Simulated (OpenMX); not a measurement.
**PbF2 (Fluorocronite) under changes of volume**

One of the cells (17.354 Å³/atom); the others are scaled copies at fixed shape and fractional positions:

```
Pb F
1.0
     0.00000    2.96366    2.96366
     2.96366    0.00000    2.96366
     2.96366    2.96366    0.00000
Pb F
1 2
Cartesian
  0.0000 0.0000 0.0000
  4.4455 4.4455 4.4455
  1.4818 1.4818 1.4818
```

- Program: OpenMX 3.8.5
- Functional: LDA
- Potentials or basis: OpenMX 2013 LDA set, Pb8.0-s3p2d2f1, F6.0-s2p2d1, fixed grid of 45 × 45 × 45 points
- k mesh: 9 × 9 × 9
- Occupations: fermi-dirac, width 0.05 eV
- Spin: no spin polarisation

```tsv
volume (Å³/atom)	energy over the lowest point (meV/atom)	gap on the mesh (eV)
16.313	?	?
16.660	0.00	4.24
17.007	3.22	4.25
17.354	9.83	4.26
17.701	19.41	4.25
18.048	31.71	4.24
18.395	46.35	4.23
```

**Question.** What does the run at 16.313 Å³/atom give?

**Answer.** Energy over the lowest point 0.73 meV/atom; gap on the mesh 4.23 eV.

Worked out: A Birch-Murnaghan fit of order 3 (a polynomial in V^(-2/3)) to the other rows has its minimum at 16.54 Å³/atom, just outside them, with B0 = V·E''(V) = 87 GPa and B' = 4.6. It gives 0.57 meV/atom at 16.313 Å³/atom, against the run's 0.73. A parabola through the other rows of the gap, of slope 1.05 eV per unit of ln V there, extrapolates to 4.22 eV, against the run's 4.23.

Energies are extrapolated to zero smearing.

Caveats: the basis has few d functions beyond the semicore shells, which can make volumes several per cent too large; spin-orbit coupling is left out, which as a rule narrows the gap of such compounds by several tenths of an eV; an odd mesh through Γ misses points on the zone boundary, where band edges often lie; the basis of atomic orbitals isn't converged, which shifts pressures, moduli and gaps.
